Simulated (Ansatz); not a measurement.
Crystal: Mg.

```xyz
2
Lattice="3.2093 0.0000 0.0000 -1.6046 2.7793 0.0000 0.0000 0.0000 5.2103" Properties=species:S:1:pos:R:3 pbc="T T T"
Mg    1.6047    0.9264    3.9077
Mg    0.0000    1.8529    1.3026
```

| Item | Value |
| --- | --- |
| Program | Ansatz 0.2.0 |
| Task | relaxation of cell and atoms |
| Functional | r2SCAN |
| Potentials or basis | Ansatz PAW |
| Cutoff | 500 eV (not typed: the program's choice for these potentials) |
| k mesh | 10 × 10 × 5 |
| Occupations | fermi-dirac, width 0.05 eV |
| Spin | no spin polarisation |

At the start: volume 23.24 Å³/atom.

How do energy, volume and symmetry change on relaxing?

It ends after 6 steps and the volume is 22.63 Å³/atom (-2.6 %); space group P6_3/mmc (No. 194, to 0.05 Å).

The path:
```csv
step,energy change (eV),largest force (eV/Å),volume (Å³)
1,0.0000,0.0000,46.47
2,-0.0056,0.0000,45.38
3,-0.0068,0.0000,45.10
4,-0.0072,0.0000,45.21
5,-0.0072,0.0000,45.27
6,-0.0070,0.0000,45.27
```

Final structure:
```xyz
2
Lattice="3.1521 0.0000 0.0000 -1.5760 2.7298 0.0000 0.0000 0.0000 5.2611" Properties=species:S:1:pos:R:3 pbc="T T T"
Mg    1.5760    0.9099    3.9458
Mg    0.0000    1.8199    1.3153
```

Caveat: the plane-wave basis is chosen anew once the cell has moved, so the energies of steps on either side of that aren't comparable; the PAW data sets come from PBE, with cores solved anew for the run's functional, which leaves a small shift of forces and pressure.
